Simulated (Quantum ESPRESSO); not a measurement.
**MnSi: zone-centre phonons under several settings**

```
Mn Si
1.0
     0.00000    2.52722    2.52722
     2.52722    0.00000    2.52722
     2.52722    2.52722    0.00000
Mn Si
1 1
Direct
  0.00000 0.00000 0.00000
  0.25000 0.25000 0.25000
```

The cell was built by a generator and needn't be a form met in nature.

All runs used Quantum ESPRESSO 7.5; k mesh 6 × 6 × 6; relaxed cell; collinear spin, ferromagnetic start; cutoff 612 eV; occupations cold, width 0.2 eV.

```tsv
level	potentials	volume (Å³/atom)	lowest optical mode without the field (cm⁻¹)
LDA	GBRV 1.5 LDA	17.80	383
PBE	GBRV 1.5 PBE	?	?
PBEsol	GBRV 1.5 PBEsol	18.78	360
WC	GBRV 1.5 PBE	18.89	358
revPBE	GBRV 1.5 PBE	20.72	317
```

What stands in the row left open?

Volume 19.95 Å³/atom; lowest optical mode without the field 330 cm⁻¹.

Caveats: the mesh is thin for the phonons of a metal; the volume moved by over 15 % at a fixed basis, so the end points are rough (some runs); the potentials were made for another functional, which shifts forces and pressure (some runs).

For the row left open. Caveat: the k mesh is coarse; the mesh is thin for the phonons of a metal; the volume moved by over 15 % at a fixed basis, so the end points are rough.
